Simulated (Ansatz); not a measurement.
# HC19: the cost of one run

Method: DFT PBEsol, plane waves, PAW, scalar-relativistic, collinear spin, in Ansatz 0.2.0.

**1. The structure to begin with**

The cell holds 20 atoms (C19H): a = 7.398 Å, b = 7.398 Å, c = 11.000 Å, α = 90.00°, β = 90.00°, γ = 120.00°.

The coordinates stand in the first input below.

**2. Relaxing end A**

input.yaml reads:

```yaml
crystal:
  lattice:
    - [7.398, 0.0, 0.0]
    - [-3.699, 6.406856, 0.0]
    - [0.0, 0.0, 11.0]
  atoms:
    - { symbol: C, position: [0.0, 0.0, 0.0909091] }
    - { symbol: C, position: [0.2222222, 0.1111111, 0.0909091] }
    - { symbol: C, position: [0.0, 0.3333333, 0.0909091] }
    - { symbol: C, position: [0.2222222, 0.4444444, 0.0909091] }
    - { symbol: C, position: [0.0, 0.6666667, 0.0909091] }
    - { symbol: C, position: [0.2222222, 0.7777778, 0.0909091] }
    - { symbol: C, position: [0.3333333, 0.0, 0.0909091] }
    - { symbol: C, position: [0.5555556, 0.1111111, 0.0909091] }
    - { symbol: C, position: [0.3333333, 0.3333333, 0.0909091] }
    - { symbol: C, position: [0.5555556, 0.4444444, 0.0909091] }
    - { symbol: C, position: [0.3333333, 0.6666667, 0.0909091] }
    - { symbol: C, position: [0.5555556, 0.7777778, 0.0909091] }
    - { symbol: C, position: [0.6666667, 0.0, 0.0909091] }
    - { symbol: C, position: [0.8888889, 0.1111111, 0.0909091] }
    - { symbol: C, position: [0.6666667, 0.3333333, 0.0909091] }
    - { symbol: C, position: [0.8888889, 0.4444444, 0.0909091] }
    - { symbol: C, position: [0.6666667, 0.6666667, 0.0909091] }
    - { symbol: C, position: [0.8888889, 0.7777778, 0.0909091] }
    - { symbol: C, position: [0.1178177, 0.5381662, 0.1718182], spin: 1.0 }
    - { symbol: H, position: [0.1247397, 0.5447486, 0.2718182] }
magnetization:
  spin_polarized: true
basis:
  ecutwfc: 420.0
kpoints:
  mp_grid: { grid: [2, 2, 1] }
hamiltonian:
  xc: pbesol
scf:
  occupations: { method: fermi_dirac, width: 0.02 }
  lower_state_search: "off"
relax:
  f_tol: 0.03
  max_steps: 60
  adjacent_minimum: "off"
output:
  write_density: true
  write_potential: true
  elf: true
  volumetric_format: npy
```

Started as:

```bash
ansatz run input.yaml --threads 2 --pin off --max-ram 5120MiB --backend cpu --events-out ev --progress --plain --runs-dir out
```

**Question.** How long does this run take on 2 threads of AMD EPYC 9R45 (Zen 5), shared host, and how much memory does it need?

About 58 s, with a peak of 0.94 GiB.
